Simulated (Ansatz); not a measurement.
AlN: what symmetry allows forces and stress to be

```
CELL_PARAMETERS angstrom
3.11100 0.00000 0.00000
-1.55550 2.69421 0.00000
0.00000 0.00000 4.97800
ATOMIC_POSITIONS crystal
Al 0.34168 0.68337 0.00000
Al 0.66667 0.33333 0.50000
N 0.33333 0.66667 0.38500
N 0.66667 0.33333 0.88500
```

Computed with DFT PBE, scalar-relativistic, plane waves, PAW (Ansatz).

Cutoff 420 eV; k points 9×9×6 on the computed 4-atom cell (Γ-centred); Gaussian smearing, width 0.02 eV; no spin polarisation.

This distorted cell has space group Cm, with 2 operations.

**Question.** Without a calculation: in which directions can each atom feel a force?

**Answer.** A force must be left unchanged by every operation that keeps its atom in place, so it lies in the space that those operations leave fixed. Atoms that the group maps onto each other feel forces of one size.
```json
{"atom": "Al1", "site symmetry": "m", "operations at the site": "2", "equivalent to atom": "1", "allowed force (Cartesian)": "in the plane normal to (1.00, 0.00, 0.00)"}
{"atom": "Al2", "site symmetry": "m", "operations at the site": "2", "equivalent to atom": "2", "allowed force (Cartesian)": "in the plane normal to (1.00, 0.00, 0.00)"}
{"atom": "N3", "site symmetry": "m", "operations at the site": "2", "equivalent to atom": "3", "allowed force (Cartesian)": "in the plane normal to (1.00, 0.00, 0.00)"}
{"atom": "N4", "site symmetry": "m", "operations at the site": "2", "equivalent to atom": "4", "allowed force (Cartesian)": "in the plane normal to (1.00, 0.00, 0.00)"}
```

That leaves 8 independent force components of 12, tied by 2 conditions that the forces sum to zero, so 6 remain. A relaxation in this cell that keeps the symmetry moves the atoms in these directions alone.

**Question.** And the stress tensor?

**Answer.** It must be invariant under the point group, which leaves 4 independent components: xz, xy vanish.

**Question.** Do the computed values obey this?

**Answer.** Yes. Forces (eV/Å):
```
Al1  0.000 -0.789  0.213
Al2  0.000  0.031  0.183
N3   0.000  0.068 -0.185
N4   0.000  0.690 -0.210
```

Stress (GPa, compression positive, xx yy zz yz xz xy): 3.14 6.59 2.85 -1.03 0.00 0.00. The program imposes the same operations on density, forces and stress, so this confirms the analysis and is no independent test of the calculation.